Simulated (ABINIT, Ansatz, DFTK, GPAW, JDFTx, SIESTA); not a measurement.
Al2O3: band gap by level of theory

```xyz
10
Lattice="2.3803 1.3742 4.3319 -2.3803 1.3742 4.3319 0.0000 -2.7485 4.3319" Properties=species:S:1:pos:R:3 pbc="T T T"
Al    0.0000    0.0000   11.0743
Al    0.0000    0.0000    8.4191
Al    0.0000    0.0000    1.9213
Al    0.0000    0.0000    4.5765
O    -1.6503   -0.1099    5.4148
O     0.7300    1.4841    5.4148
O     0.9203   -1.3742    5.4148
O     1.6503    0.1099    7.5808
O    -0.7300   -1.4841    7.5808
O    -0.9203    1.3742    7.5808
```

```tsv
rung	level	program and potentials	cutoff (eV)	k mesh	task	core time	chip	band gap (eV)	notes
LDA	LDA	GPAW, PAW data sets generated for this functional	680	4 × 4 × 4	electron localisation function	30 s	Intel Xeon Platinum 8375C Ice Lake	6.17	coarse mesh
GGA	PBE	Ansatz, all-electron LAPW, scalar-relativistic	-	7 × 7 × 7	projected density of states	2.6 min	Intel Xeon Skylake/Cascade Lake	6.22	-
GGA	PBEsol	ABINIT, JTH PAW PBE v2.0	626	7 × 7 × 7	band structure	2.9 min	Intel Xeon 6975P-C Granite Rapids	6.10	potentials made for PBE
GGA	PW91	ABINIT, JTH PAW PBE v2.0	626	7 × 7 × 7	band structure	3 min	Intel Xeon 6975P-C Granite Rapids	6.23	potentials made for PBE
GGA	PBE	JDFTx, PseudoDojo-SR-PBE-0.5-standard	1143	3 × 3 × 3	band structure	3.6 min	Intel Xeon Platinum 8375C Ice Lake	6.27	coarse mesh; from the band path
GGA	PBE	DFTK, PseudoDojo SR PBE 0.4.1 standard (PBE)	1143	4 × 4 × 4	band structure	5 min	Intel Xeon 6975P-C Granite Rapids	6.27	-
model potential	TB-mBJ	GPAW, GPAW PAW data sets for LDA (gpaw-data 1.2.1)	800	6 × 6 × 6	single point	12 min	Arm Neoverse V2	8.19	potentials made for LDA
GGA	PBE	SIESTA, files PseudoDojo sr-pbe-0.4.1-standard, TZDP (energy shift 0.002 Ry; radii capped at 9.5 bohr)	-	7 × 7 × 7	band structure	21 min	Arm Neoverse V2	6.25	atomic basis
```

Times are single runs on shared hosts and different chips, so they are rough; meshes, cutoffs and the tasks' sizes weigh on the time. All rows: no spin polarisation. Gaps are the least found on the k mesh or the band path, and a mesh can miss the band edges. The cell comes from a database and isn't always the measured one. Meshes differ between rows, which moves values too. All levels ran on this one cell, unrelaxed unless noted. Meshes are those of the run's cell of 10 atoms unless a note names another. Misses use the values as printed. Runs on faulty files, with rough fits or with known faults for this quantity aren't shown. No row holds spin-orbit coupling.

Measured: 8.7 eV (pmc:5906618, doi:10.1038/s41467-018-03885-7).

Q: Which of the timed runs without a coarse mesh or an atomic basis is the cheapest that comes within 0.3 eV of the measured band gap?

A: None of them does; the nearest misses by -0.51 eV. LDA and GGA gaps fall short mostly because these functionals lack the derivative discontinuity; the runs are for a static lattice, while measurements hold temperature and zero-point motion.
